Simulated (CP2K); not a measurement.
NaCl:

```xyz
2
Lattice="3.9514 0.0000 0.0000 1.9757 3.4220 0.0000 1.9757 1.1407 3.2263" Properties=species:S:1:pos:R:3 pbc="T T T"
Cl    3.9514    2.2813    1.6132
Na    0.0000    0.0000    0.0000
```

The cell is a database's computed one.

Base run:

- Program: CP2K 2026.2
- Functional: AM05
- Potentials or basis: POTENTIAL_UZH Cl GTH-PBE-q7, Na GTH-PBE-q9; TZVP-MOLOPT-PBE-GTH basis
- Density cutoff: 19048 eV
- k mesh: 8 × 8 × 8
- Occupations: fermi-dirac, width 0.05 eV
- Spin: no spin polarisation

Its results: band gap on the k mesh 5.15 eV, direct; pressure 1.8 GPa.

Task: After a change of settings the same cell gave: band gap on the k mesh 5.09 eV, direct; pressure 1.6 GPa. Which change was it?
A. functional from AM05 to vdW-DF2
B. functional from AM05 to LDA
C. functional from AM05 to revPBE
D. functional from AM05 to PBEsol

Result: A.

Caveats: the potentials were made for another functional, which shifts forces and pressure; the basis of atomic orbitals isn't converged, which shifts pressures, moduli and gaps; the real-space grid breaks the cell's symmetry a little (some runs).

Not every run made on this cell is shown here.
